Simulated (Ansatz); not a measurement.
BaF₂ (fluorite, space group No. 225), a = 6.195 Å, b = 6.195 Å, c = 6.195 Å, α = 90.00°, β = 90.00°, γ = 90.00°; the cell used has 3 atoms.

Relaxed with r²SCAN.

Problem. Decompose the optical modes at the zone centre into irreducible representations, and say which are infrared and Raman allowed.

Solution. Point group m-3m: Γ_opt = T1u + T2g. Infrared: T1u. Raman: T2g.

Problem. Assign frequencies (DFPT, plane-wave PAW r²SCAN (Ansatz code); without the LO–TO term).

Solution. T1u 185, T2g 243 cm⁻¹.

Space group Fm-3m (fluorite). The cell was relaxed with r²SCAN under the symmetry of its start. Spin–orbit coupling is left out wherever it is not named.

Potentials: the earlier of the program's two PAW sets. The files were generated under PBE; for other functionals the program regenerates the frozen cores, and for LDA and PBEsol the local potential too.
